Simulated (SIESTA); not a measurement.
Set up this calculation in SIESTA 5.4.2, as an ASE script.

```yaml
Task: density of states
Functional: PBEJsJrLO
Potentials_or_basis: PseudoDojo 0.4 standard (PBE files)
Basis: DZ (energy shift 0.01 Ry)
Grid_cutoff: 800 Ry
Energy_shift: 0.01 Ry
k_mesh: 13 × 13 × 13
Occupations: fermi-dirac, width 0.05 eV
Spin: collinear spin, ferromagnetic start
Starting_moments: "[1.0] μB"
Hubbard_terms: Ni d U = 3 eV
Hubbard_projector_method: 2
broadening_eV: 0.05 eV
window_from_eV: -15 eV
window_to_eV: 10 eV
energy_points: 201
k_mesh_for_the_DOS: 20 × 20 × 20
```

The structure of Ni lies in Ni.xyz:

```xyz
1
Lattice="-1.3869960000 1.3678180000 1.3745810000 1.3874270000 -1.3774870000 1.3846810000 1.3987370000 1.3892270000 -1.3842500000" Properties=species:S:1:pos:R:3 pbc="T T T"
Ni     0.0178049840      0.0022836727     -0.0142481280
```

This isn't the form of Ni at room conditions, which is fcc.

The cell isn't the ideal one: cell strained at random at fixed volume.

These files were run (other wordings do the same):

run.py

```python
from ase.io import read
from ase.calculators.siesta import Siesta
from ase.units import Ry, GPa

atoms = read("Ni.xyz")

fdf = {
    'SCFMustConverge': False,
    'DM.InitSpin': ['  1   1.000'],
    'DFTU.ProjectorGenerationMethod': '2',
    'DFTU.Proj': ['Ni.1 1', 'n=3 2', '3.00 0.00', '2.3 0.15'],
    'DFTU.PopTol': '1.0e-5',
    'OccupationFunction': 'FD',
    'ElectronicTemperature': '0.05 eV',
    'MaxSCFIterations': '200',
    'SCF.Mixer.Method': 'Pulay',
    'SCF.Mixer.Weight': '0.1',
    'SCF.Mixer.History': '10',
    'SCF.DM.Tolerance': '5.0e-05',
    'SCF.H.Tolerance': '1.0e-03 eV',
    'WriteForces': 'true',
    'Charge.Mulliken': 'end',
    'ProjectedDensityOfStates': ['EF -15.0 10.0 0.05 201 eV'],
    'PDOS.kgrid.MonkhorstPack': [' 20   0   0  0.0', '  0  20   0  0.0', '  0   0  20  0.0'],
}
calc = Siesta(
    label="Ni",
    command="siesta < PREFIX.fdf > PREFIX.out",
    pseudo_path="pseudos",
    pseudo_qualifier="",
    xc=('GGA', 'PBEJsJrLO'),
    basis_set="DZ",
    mesh_cutoff=800 * Ry,
    energy_shift=0.01 * Ry,
    kpts=[13, 13, 13],
    spin="collinear",
    fdf_arguments=fdf,
)
atoms.calc = calc

print(f"energy = {atoms.get_potential_energy():.6f} eV")
free = atoms.get_potential_energy(force_consistent=True)
print(f"free energy = {free:.6f} eV")
print("forces (eV/A):")
print(atoms.get_forces(apply_constraint=False).round(6))
print("stress (GPa, Voigt order, tension positive):", (atoms.get_stress() / GPa).round(4))
```

Potentials or basis: PseudoDojo 0.4 standard (PBE files), DZ (energy shift 0.01 Ry).

The run is started by

```bash
$ python run.py
```

It gave:

```
Pressure               : -28.2 GPa
Band gap on the k mesh : none (metal or under the smearing width)
Net moment             : 0.65 μB per cell
Site moments           : Ni +0.65 μB
```

Caveat: the basis has no polarisation orbitals; semicore shells carry a single zeta, which can move pressures by several GPa and volumes by a few percent; the potentials were made for another functional, which shifts forces and pressure; the basis of atomic orbitals isn't converged, which shifts pressures, moduli and gaps; the U is typed as a test and isn't derived for this compound.

Wall time 2.9 min on 1 thread of Arm Neoverse V1 (shared host), peak memory 0.16 GiB.
